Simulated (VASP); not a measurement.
# AlGa3N2 (P-3m1) in VASP: notebook

The runs below take AlGa3N2 through relaxation of cell and atoms, single point, with PBE, r2SCAN.

All numbers are computed with VASP 6.6.1; they aren't measurements. Logs are shortened: lines on timing, memory, paths and dates and some standing lists are left out, and cuts for length are marked.

**1. The structure**

It takes space group P-3m1 (No. 164, trigonal). The conventional cell has a = 3.110 Å, b = 3.110 Å, c = 10.089 Å, α = 90.00°, β = 90.00°, γ = 120.00°. Al (site symmetry -3m) is surrounded by 6 N at 2.04 Å. Ga (site symmetry 3m) has 1 N at 1.82 Å as nearest neighbours. Around Ga (site symmetry -3m) lie 12 Ga at 2.88 to 3.11 Å. Around N (site symmetry 3m) lie 1 Ga at 1.82 Å and 3 Al at 2.04 Å.

The cell was built by a generator and needn't be a form met in nature.

**2. Relaxation of cell and atoms, PBE**

Contents of INCAR:

```
PREC     = Accurate       # precision mode
ENCUT    = 520            # plane-wave cutoff, eV
EDIFF    = 1E-6           # SCF threshold, eV
ISMEAR   = 0              # smearing method
SIGMA    = 0.1            # smearing width, eV
LREAL    = False          # projectors in reciprocal space
LASPH    = True           # aspherical terms in the spheres
NELM     = 120            # most SCF steps
ALGO     = Normal         # electronic algorithm
ISIF     = 3              # what is computed and relaxed
LWAVE    = False          # write WAVECAR
LCHARG   = False          # write CHGCAR
GGA      = PE             # functional
IBRION   = 2              # ionic algorithm
NSW      = 90             # ionic steps
EDIFFG   = -0.01          # ionic threshold
KPAR     = 4
```

Contents of KPOINTS:

```
Automatic mesh
0
Gamma
  12 12 4
```

Contents of POSCAR:

```
AlGa3N2
1.0
    3.1098532100      0.0000000000      0.0000000000
   -1.5549266000      2.6932118800      0.0000000000
    0.0000000000      0.0000000000     10.0890000000
Al Ga N
1 3 2
Direct
    0.0000000000      0.0000000000      0.0000000000
    0.6666666700      0.3333333300      0.7228664900
    0.3333333300      0.6666666700      0.2771335100
    0.0000000000      0.0000000000      0.5000000000
    0.6666666700      0.3333333300      0.9034592100
    0.3333333300      0.6666666700      0.0965407900
```

Potentials or basis: VASP PAW PBE potentials, release 64 (Al, Ga_d, N).

On the command line:

```console
$ cat potpaw_PBE.64/Al/POTCAR potpaw_PBE.64/Ga_d/POTCAR potpaw_PBE.64/N/POTCAR > POTCAR
$ mpirun -np 4 vasp_std > vasp.out
```

OUTCAR:

```text
PREC = Accurate
   ENCUT = 520
   EDIFF = 1E-6
   ISMEAR = 0
   LREAL = False
   LASPH = True
   NELM = 120
   ISIF = 3
   GGA = PE
   IBRION = 2
   NSW = 90
   EDIFFG = -0.01

 ion  position               nearest neighbor table
   1  0.000  0.000  0.000-   5 2.04   6 2.04   6 2.04   5 2.04   5 2.04   6 2.04
   2  0.667  0.333  0.723-   5 1.82   4 2.88   4 2.88   4 2.88
   3  0.333  0.667  0.277-   6 1.82   4 2.88   4 2.88   4 2.88
   4  0.000  0.000  0.500-   2 2.88   3 2.88   3 2.88   2 2.88   2 2.88   3 2.88
   5  0.667  0.333  0.903-   2 1.82   1 2.04   1 2.04   1 2.04
   6  0.333  0.667  0.097-   3 1.82   1 2.04   1 2.04   1 2.04

  LATTYP: Found a hexagonal cell.
 ALAT       =     3.1098532100
 C/A-ratio  =     3.2442045713

  Lattice vectors:

 A1 = (   3.1098532100,   0.0000000000,   0.0000000000)
 A2 = (  -1.5549266000,   2.6932118800,   0.0000000000)
 A3 = (   0.0000000000,   0.0000000000,  10.0890000000)

Analysis of symmetry for initial positions (statically):
=====================================================================
 Subroutine PRICEL returns:
 Original cell was already a primitive cell.

 Routine SETGRP: Setting up the symmetry group for a
 hexagonal supercell.

 Subroutine GETGRP returns: Found 12 space group operations
 (whereof 12 operations were pure point group operations)
 out of a pool of 24 trial point group operations.

The static configuration has the point symmetry D_3d.

Analysis of symmetry for dynamics (positions and initial velocities):
=====================================================================
 Subroutine PRICEL returns:
 Original cell was already a primitive cell.

 Routine SETGRP: Setting up the symmetry group for a
 hexagonal supercell.

 Subroutine GETGRP returns: Found 12 space group operations
 (whereof 12 operations were pure point group operations)
 out of a pool of 24 trial point group operations.

The dynamic configuration has the point symmetry D_3d.

 Subroutine INISYM returns: Found 12 space group operations
 (whereof 12 operations are pure point group operations),
 and found     1 'primitive' translations

----------------------------------------------------------------------------------------

                                     Primitive cell

  volume of cell :      84.5004

  direct lattice vectors                    reciprocal lattice vectors
     3.109853210  0.000000000  0.000000000     0.321558586  0.185651936  0.000000000
    -1.554926600  2.693211880  0.000000000     0.000000000  0.371303872  0.000000000
     0.000000000  0.000000000 10.089000000     0.000000000  0.000000000  0.099117851

  length of vectors
     3.109853210  3.109853206 10.089000000     0.371303872  0.371303872  0.099117851

  position of ions in fractional coordinates (direct lattice)
     0.000000000  0.000000000  0.000000000
     0.666666670  0.333333330  0.722866490
     0.333333330  0.666666670  0.277133510
     0.000000000  0.000000000  0.500000000
     0.666666670  0.333333330  0.903459210
     0.333333330  0.666666670  0.096540790

  ion indices of the primitive-cell ions
   primitive index   ion index
                 1           1
                 2           2
                 3           3
                 4           4
                 5           5
                 6           6

----------------------------------------------------------------------------------------

 KPOINTS: Automatic mesh

Automatic generation of k-mesh.
 Grid dimensions read from file:
 generate k-points for:   12   12    4

 Generating k-lattice:

  Cartesian coordinates                     Fractional coordinates (reciprocal lattice)
     0.026796549  0.015470995  0.000000000     0.083333333 -0.000000000  0.000000000
     0.000000000  0.030941989  0.000000000     0.000000000  0.083333333  0.000000000
     0.000000000  0.000000000  0.024779463     0.000000000  0.000000000  0.250000000

  Length of vectors
     0.030941989  0.030941989  0.024779463

  Shift w.r.t. Gamma in fractional coordinates (k-lattice)
     0.000000000  0.000000000  0.000000000

 Subroutine IBZKPT returns following result:
 ===========================================

 Found     69 irreducible k-points:

 Following reciprocal coordinates:
            Coordinates               Weight
  0.000000  0.000000  0.000000      1.000000
  0.083333 -0.000000  0.000000      6.000000
  0.166667 -0.000000  0.000000      6.000000
  0.250000 -0.000000  0.000000      6.000000
  0.333333 -0.000000  0.000000      6.000000
  0.416667  0.000000  0.000000      6.000000
[... 16 lines left out ...]
  0.166667 -0.000000  0.250000      6.000000
  0.000000  0.166667  0.250000      6.000000
 [... further k-points ...]
   k-points           NKPTS =     69   k-points in BZ     NKDIM =     69   number of bands    NBANDS=     31
   number of dos      NEDOS =    301   number of ions     NIONS =      6
   total plane-waves  NPLWV =  46080
   dimension x,y,z NGX =    24 NGY =   24 NGZ =   80
[... 22 lines left out ...]
   POTIM  = 0.5000    time-step for ionic-motion
   TEBEG  =    0.0;   TEEND  =   0.0 temperature during run
   PSTRESS=    0.0 pullay stress
   NELECT =      52.0000    total number of electrons
   NUPDOWN=      -1.0000    fix difference up-down
   EMIN   =  10.00;   EMAX   =-10.00  energy-range for DOS
   EFERMI =   0.00;   METHOD = LEGACY
   ISMEAR =     0;   SIGMA  =   0.10  broadening in eV -4-tet -1-fermi 0-gaus
   EFERMI_NEDOS =   21; number of points for ismear=-14 and -15
   IALGO  =     38    algorithm
   IMIX   =      4    mixing-type and parameters
     AMIX     =   0.40;   BMIX     =  1.00
     AMIX_MAG =   1.60;   BMIX_MAG =  1.00
  volume/ion in A,a.u.               =      14.08        95.04
  Fermi-wavevector in a.u.,A,eV,Ry     =   1.392483  2.631411 26.381801  1.939008
  Thomas-Fermi vector in A             =   2.516221
   LORBIT       =      0    0 simple, 1 ext, 2 COOP (PROOUT), +10 PAW based schemes
   GGA     = PE    functional components
   LHFCALC =     F    Hartree Fock is set to
   AEXX    =    0.0000 exact exchange contribution
   IVDW    =     0    specifies the selected vdW correction
   LEPSILON=     F    determine dielectric tensor
   LRPA    =     F    only Hartree local field effects (RPA)
 conjugate gradient relaxation of ions
 non-spin polarized calculation
 Gauss-broadening in eV      SIGMA  =   0.10
  energy-cutoff  :      520.00
  volume of cell :       84.50
 maximum number of plane-waves:      2300
   NGX = 11   NGY = 11   NGZ = 37

--------------------------------------- Ionic step        1  -------------------------------------------

 number of electron      52.0000016 magnetization

 Free energy of the ion-electron system (eV)
  ---------------------------------------------------
  ext. energy  EPLUGINS =         0.00000000
  ---------------------------------------------------
  free energy    TOTEN  =       -29.75571261 eV

  energy without entropy =      -29.74346696  energy(sigma->0) =      -29.74958978

------------------------ aborting loop because EDIFF is reached ----------------------------------------

  FORCE on cell =-STRESS in cart. coord.  units (eV):
  Direction    XX          YY          ZZ          XY          YZ          ZX
  --------------------------------------------------------------------------------------
  -------------------------------------------------------------------------------------
  Total        0.5150658      0.5150658     -2.7966421      0.0000000      0.0000000     -0.0000000
  in kB        9.7659560      9.7659560    -53.0260079      0.0000000      0.0000000     -0.0000000
  external PRESSURE =     -11.1646986 kB  Pullay stress =       0.0000000 kB
[... 101 lines left out ...]
  FREE ENERGIE OF THE ION-ELECTRON SYSTEM (eV)
  ---------------------------------------------------
  free  energy   TOTEN  =       -29.8714692529 eV

  energy  without entropy=      -29.8648178477  energy(sigma->0) =      -29.86814355

[... ionic steps 4 to 14 ...]

--------------------------------------- Ionic step       15  -------------------------------------------

 number of electron      52.0000016 magnetization

------------------------ aborting loop because EDIFF is reached ----------------------------------------

  FORCE on cell =-STRESS in cart. coord.  units (eV):
  Direction    XX          YY          ZZ          XY          YZ          ZX
  --------------------------------------------------------------------------------------
  -------------------------------------------------------------------------------------
  Total       -0.0574913     -0.0574913     -0.0518033     -0.0000000     -0.0000000     -0.0000000
  in kB       -1.1159274     -1.1159274     -1.0055212     -0.0000000     -0.0000000     -0.0000000
  external PRESSURE =      -1.0791253 kB  Pullay stress =       0.0000000 kB
[... 65 lines left out ...]
  energy  without entropy=      -29.9640966597  energy(sigma->0) =      -29.96984049

--------------------------------------- Ionic step       17  -------------------------------------------

 number of electron      52.0000014 magnetization

 Free energy of the ion-electron system (eV)
  ---------------------------------------------------
  ext. energy  EPLUGINS =         0.00000000
  ---------------------------------------------------
  free energy    TOTEN  =       -29.97561650 eV

  energy without entropy =      -29.96407470  energy(sigma->0) =      -29.96984560

 E-fermi :   5.7005     XC(G=0): -11.1570

 val. band max:        5.6998501713   @ k =   0.0833  -0.0000   0.2500
 cond. band min:       5.7007126754   @ k =   0.0833  -0.0000   0.5000
 fundamental gap:      0.0008625041
 Fermi energy:         5.7004696079

 k-point     1 :       0.0000    0.0000    0.0000
  band No.  band energies     occupation
      1     -10.2087      2.00000
      2      -9.6151      2.00000
      3      -9.4245      2.00000
      4      -9.4245      2.00000
      5      -9.3672      2.00000
      6      -9.3486      2.00000
[... 805 lines left out ...]
     30      11.5144      0.00000
     31      12.8689      0.00000

 [... further k-points ...]
[... 5 lines left out ...]
  --------------------------------------------------------------------------------------
  -------------------------------------------------------------------------------------
  Total       -0.0449615     -0.0449615      0.0391528     -0.0000000     -0.0000000      0.0000000
  in kB       -0.8725644     -0.8725644      0.7598357     -0.0000000     -0.0000000      0.0000000
  external PRESSURE =      -0.3284311 kB  Pullay stress =       0.0000000 kB
[... 21 lines left out ...]
  FREE ENERGIE OF THE ION-ELECTRON SYSTEM (eV)
  ---------------------------------------------------
  free  energy   TOTEN  =       -29.9756165050 eV

  energy  without entropy=      -29.9640747034  energy(sigma->0) =      -29.96984560

 reached required accuracy - stopping structural energy minimisation
```

Run time: 5.5 min. Hardware: 4 MPI ranks of AMD EPYC 9R45 (Zen 5), shared host; peak memory 0.28 GiB.

What came out:

```yaml
Free_energy: -29.9756 eV
Relaxed_volume: 13.76 Å³/atom
Relaxed_cell: a = 3.174 Å, b = 3.174 Å, c = 9.465 Å, α = 90.00°, β = 90.00°, γ = 120.00°
Space_group_after_relaxing_to_0.05_Å: P-3m1 (No. 164)
Energy_gained_by_relaxing: 36.7 meV/atom
Ionic_steps: 17
Pressure_after_relaxing: 0.0 GPa
Band_gap_on_the_k_mesh: none (metal or under the smearing width)
```

Stress tensor (GPa, compression positive):
```
-0.09  0.00  0.00
 0.00 -0.09  0.00
 0.00  0.00  0.08
```

The path:
| step | energy change (eV) | largest force (eV/Å) | pressure (GPa) | volume (Å³) |
| --- | --- | --- | --- | --- |
| 1 | 0.0000 | 0.4851 | -1.12 | 84.50 |
| 2 | -0.0775 | 0.7064 | 0.49 | 83.29 |
| 3 | -0.1158 | 1.0483 | 2.75 | 81.98 |
| 4 | -0.1534 | 0.6815 | 2.01 | 82.20 |
| 5 | -0.1877 | 0.7341 | 0.61 | 82.68 |
| 6 | -0.2037 | 0.4585 | 0.17 | 83.02 |
| 7 | -0.2085 | 0.2017 | -0.85 | 83.81 |
| 8 | -0.2122 | 0.1247 | -0.53 | 83.50 |
| 9 | -0.2159 | 0.0662 | -0.60 | 83.30 |
| 10 | -0.2190 | 0.1171 | -0.56 | 82.85 |
| 11 | -0.2194 | 0.0870 | 0.18 | 82.31 |
| 12 | -0.2198 | 0.0364 | 0.00 | 82.53 |
| 13 | -0.2198 | 0.0392 | -0.13 | 82.54 |
| 14 | -0.2198 | 0.0345 | -0.04 | 82.54 |
| 15 | -0.2198 | 0.0236 | -0.11 | 82.54 |
| 16 | -0.2199 | 0.0161 | -0.09 | 82.55 |
| 17 | -0.2199 | 0.0019 | -0.03 | 82.56 |

Final structure:
```
CELL_PARAMETERS angstrom
3.17354 0.00000 0.00000
-1.58677 2.74837 0.00000
0.00000 0.00000 9.46530
ATOMIC_POSITIONS crystal
Al 0.00000 0.00000 0.00000
Ga 0.66667 0.33333 0.70691
Ga 0.33333 0.66667 0.29309
Ga 0.00000 0.00000 0.50000
N 0.66667 0.33333 0.89734
N 0.33333 0.66667 0.10266
```

Levels at points of the mesh, in eV from the Fermi level:
```csv
k point,band 24,band 25,band 26,band 27,band 28,band 29
"(0.00, 0.00, 0.00)",0.00,0.00,0.03,5.06,6.18,7.08
"(0.50, 0.00, 0.00)",-2.06,-1.67,-1.04,-0.38,2.73,3.31
"(0.00, 0.00, 0.50)",0.00,0.00,1.65,3.69,6.40,7.30
"(0.50, 0.00, 0.50)",-2.05,-1.15,-0.41,-0.33,2.47,3.27
```

**3. Relaxation of cell and atoms, PBE**

This run uses another cell than the first one, of 13.76 Å³/atom, 0.977 times its volume.

INCAR, as its differences from that of step 2:

```diff
@@ -2,3 +2,3 @@
 ENCUT    = 520            # plane-wave cutoff, eV
-EDIFF    = 1E-6           # SCF threshold, eV
+EDIFF    = 1E-7           # SCF threshold, eV
 ISMEAR   = 0              # smearing method
@@ -14,4 +14,5 @@
 IBRION   = 2              # ionic algorithm
-NSW      = 90             # ionic steps
-EDIFFG   = -0.01          # ionic threshold
+NSW      = 60             # ionic steps
+EDIFFG   = -0.005         # ionic threshold
+POTIM    = 0.3            # step
 KPAR     = 4
```

KPOINTS is that of step 2.

Contents of POSCAR:

```
AlGa3N2                                 
1.0
    3.1735444886      0.0000000001     -0.0000000000
   -1.5867722391      2.7483701451     -0.0000000000
    0.0000000000     -0.0000000000      9.4653004393
  Al              Ga              N             
     1     3     2
Direct
     0.0000000000000000    0.0000000000000000    0.0000000000000000
     0.6666666699999979    0.3333333300000021    0.7069107890678028
     0.3333333300000021    0.6666666699999979    0.2930892109321973
     0.0000000000000000    0.0000000000000000    0.5000000000000000
     0.6666666699999979    0.3333333300000021    0.8973373198644089
     0.3333333300000021    0.6666666699999979    0.1026626801355909
```

Potentials or basis: VASP PAW PBE potentials, release 64 (Al, Ga_d, N).

On the command line:

```console
$ cat potpaw_PBE.64/Al/POTCAR potpaw_PBE.64/Ga_d/POTCAR potpaw_PBE.64/N/POTCAR > POTCAR
$ mpirun -np 4 vasp_std > vasp.out
```

Run time: 98 s. Hardware: 4 MPI ranks of AMD EPYC 9R45 (Zen 5), shared host; peak memory 0.28 GiB.

Results (log left out):

* Free energy: -29.9748 eV
* Relaxed volume: 13.76 Å³/atom
* Relaxed cell: a = 3.173 Å, b = 3.173 Å, c = 9.473 Å, α = 90.00°, β = 90.00°, γ = 120.00°
* Space group after relaxing (to 0.05 Å): P-3m1 (No. 164)
* Energy gained by relaxing: 0.0 meV/atom
* Ionic steps: 6
* Pressure after relaxing: 0.0 GPa
* Largest force after relaxing: 0.004 eV/Å
* Band gap on the k mesh: none (metal or under the smearing width)

Forces on the atoms (eV/Å):
```
Al   0.000  0.000  0.000
Ga   0.000  0.000  0.004
Ga   0.000  0.000 -0.004
Ga   0.000  0.000  0.000
N    0.000  0.000  0.002
N    0.000  0.000 -0.002
```

Final structure:
```xyz
6
Lattice="3.1726 0.0000 0.0000 -1.5863 2.7475 0.0000 0.0000 0.0000 9.4727" Properties=species:S:1:pos:R:3 pbc="T T T"
Al    3.1726    0.0000    9.4727
Ga    1.5863    0.9158    6.6971
Ga    0.0000    1.8317    2.7756
Ga    3.1726    0.0000    4.7364
N     1.5863    0.9158    8.5001
N     0.0000    1.8317    0.9726
```

Levels at points of the mesh, in eV from the Fermi level:
| k point | band 24 | band 25 | band 26 | band 27 | band 28 | band 29 |
| --- | --- | --- | --- | --- | --- | --- |
| (0.00, 0.00, 0.00) | 0.00 | 0.00 | 0.01 | 5.05 | 6.18 | 7.08 |
| (0.50, 0.00, 0.00) | -2.06 | -1.67 | -1.05 | -0.38 | 2.72 | 3.32 |
| (0.00, 0.00, 0.50) | 0.00 | 0.00 | 1.64 | 3.69 | 6.40 | 7.32 |
| (0.50, 0.00, 0.50) | -2.05 | -1.15 | -0.41 | -0.34 | 2.46 | 3.26 |

**4. Single point, r2SCAN**

This run uses another cell than the first one, of 13.76 Å³/atom, 0.977 times its volume.

Contents of INCAR:

```
PREC     = Accurate       # precision mode
ENCUT    = 520            # plane-wave cutoff, eV
EDIFF    = 1E-6           # SCF threshold, eV
ISMEAR   = 0              # smearing method
SIGMA    = 0.1            # smearing width, eV
LREAL    = False          # projectors in reciprocal space
LASPH    = True           # aspherical terms in the spheres
NELM     = 150            # most SCF steps
ALGO     = Normal         # electronic algorithm
ISIF     = 2              # what is computed and relaxed
LWAVE    = False          # write WAVECAR
LCHARG   = False          # write CHGCAR
METAGGA  = R2SCAN         # meta-GGA
LMIXTAU  = True         
NBANDS   = 35             # bands
KPAR     = 4
```

KPOINTS is that of step 3.

Contents of POSCAR:

```
AlGa3N2                                 
1.0
    3.1725597352      0.0000000001     -0.0000000000
   -1.5862798624      2.7475173236      0.0000000000
   -0.0000000000     -0.0000000000      9.4727031242
  Al              Ga              N             
     1     3     2
Direct
     1.0000000000000000    0.0000000000000000    1.0000000000000000
     0.6666666699999979    0.3333333300000021    0.7069878784006706
     0.3333333300000021    0.6666666699999979    0.2930121215993294
     1.0000000000000000    0.0000000000000000    0.5000000000000000
     0.6666666699999979    0.3333333300000021    0.8973261104447928
     0.3333333300000021    0.6666666699999979    0.1026738895552001
```

On the command line:

```console
$ cat potpaw_PBE.64/Al/POTCAR potpaw_PBE.64/Ga_d/POTCAR potpaw_PBE.64/N/POTCAR > POTCAR
$ mpirun -np 4 vasp_std > vasp.out
```

It took 3.1 min on 4 MPI ranks of AMD EPYC 9R45 (Zen 5), shared host; peak memory 0.29 GiB.

Results (log left out):

```
Free energy            : -60.6581 eV
Pressure               : -3.8 GPa
Largest force          : 0.223 eV/Å
Band gap on the k mesh : none (metal or under the smearing width)
```

Forces in eV/Å, atoms in the order of the input:
```
Al   0.000  0.000  0.000
Ga   0.000  0.000  0.129
Ga   0.000  0.000 -0.129
Ga   0.000  0.000  0.000
N    0.000  0.000 -0.223
N    0.000  0.000  0.223
```

Stress tensor (GPa, compression positive):
```
-2.65  0.00  0.00
 0.00 -2.65  0.00
 0.00  0.00 -5.97
```

Levels at points of the mesh, in eV from the Fermi level:
| k point | band 22 | band 23 | band 24 | band 25 | band 26 | band 27 | band 28 | band 29 | band 30 | band 31 |
| --- | --- | --- | --- | --- | --- | --- | --- | --- | --- | --- |
| (0.00, 0.00, 0.00) | -0.85 | -0.85 | -0.01 | -0.01 | 0.22 | 5.53 | 6.89 | 7.72 | 7.72 | 7.78 |
| (0.50, 0.00, 0.00) | -2.92 | -2.88 | -2.13 | -1.75 | -1.03 | -0.43 | 3.07 | 3.45 | 4.05 | 6.63 |
| (0.00, 0.00, 0.50) | -0.85 | -0.85 | 0.00 | 0.00 | 1.85 | 4.14 | 7.15 | 7.69 | 7.69 | 8.68 |
| (0.50, 0.00, 0.50) | -3.68 | -3.53 | -2.12 | -1.20 | -0.45 | -0.31 | 2.79 | 3.57 | 3.61 | 6.36 |

Caveat: the PAW data sets were made with another functional, which shifts forces and pressure a little.
